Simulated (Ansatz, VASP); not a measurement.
**Two plane-wave programs on Ge**

```xyz
4
Lattice="4.2408 0.0000 0.0000 -2.1204 3.6726 0.0000 0.0000 0.0000 6.9937" Properties=species:S:1:pos:R:3 pbc="T T T"
Ge    2.1204    1.2242    0.4364
Ge    0.0000    2.4484    3.9333
Ge    2.1204    1.2242    3.0604
Ge    0.0000    2.4484    6.5573
```

Change from the starting cell: equal strain along all axes, cell held, atoms relaxed: +4.5 %.

Alike in both runs: functional PBE; k mesh 15 × 15 × 8; occupations gaussian, width 0.1 eV; no spin polarisation.

Ansatz relaxed the structure, and its values are those at the end. VASP's run is a single point on that final structure, the one shown.

|  | VASP | Ansatz |
| --- | --- | --- |
| version | VASP 6.6.1 | Ansatz 0.2.0 |
| potentials or method | VASP PAW PBE potentials, release 64 (Ge_d) | scalar-relativistic, plane waves, PAW |
| plane-wave cutoff (eV) | 520 | 420 |
| valence electrons in the cell | 56 | 56 |

|  | VASP | Ansatz | Ansatz less VASP |
| --- | --- | --- | --- |
| gap on the k mesh at the Fermi level (eV) | none | none | - |
| pressure (GPa) | -5.8 | -5.7 | +0.06 |

A gap of «none» marks a metal or a gap that the smearing closes. Ansatz warned: «stress_scf_threshold_loose».
